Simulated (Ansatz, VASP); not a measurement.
Pt: VASP beside Ansatz

```
CELL_PARAMETERS angstrom
2.63780 0.00000 0.00000
0.00000 2.63780 0.00000
0.00000 0.00000 2.63780
ATOMIC_POSITIONS crystal
Pt 0.00000 0.00000 0.00000
```

Alike in both runs: task single point; functional revPBE; k mesh 13 × 13 × 13; occupations fermi-dirac, width 0.1 eV; no spin polarisation.

|  | VASP | Ansatz |
| --- | --- | --- |
| version | VASP 6.6.1 | Ansatz 0.2.0 |
| potentials or method | VASP PAW PBE potentials, release 64 (Pt) | plane waves (420 eV) with PAW, scalar-relativistic |
| plane-wave cutoff (eV) | 520 | 420 |
| valence electrons in the cell | 10 | 18 |

|  | VASP | Ansatz | Ansatz less VASP |
| --- | --- | --- | --- |
| pressure (GPa) | -0.5 | 0.0 | +0.42 |

The two sets of potentials don't hold the same shells in valence.

Caveats: the PAW data sets were made with another functional, which shifts forces and pressure a little (VASP). Spin-orbit coupling is left out, which matters for the levels of Pt.
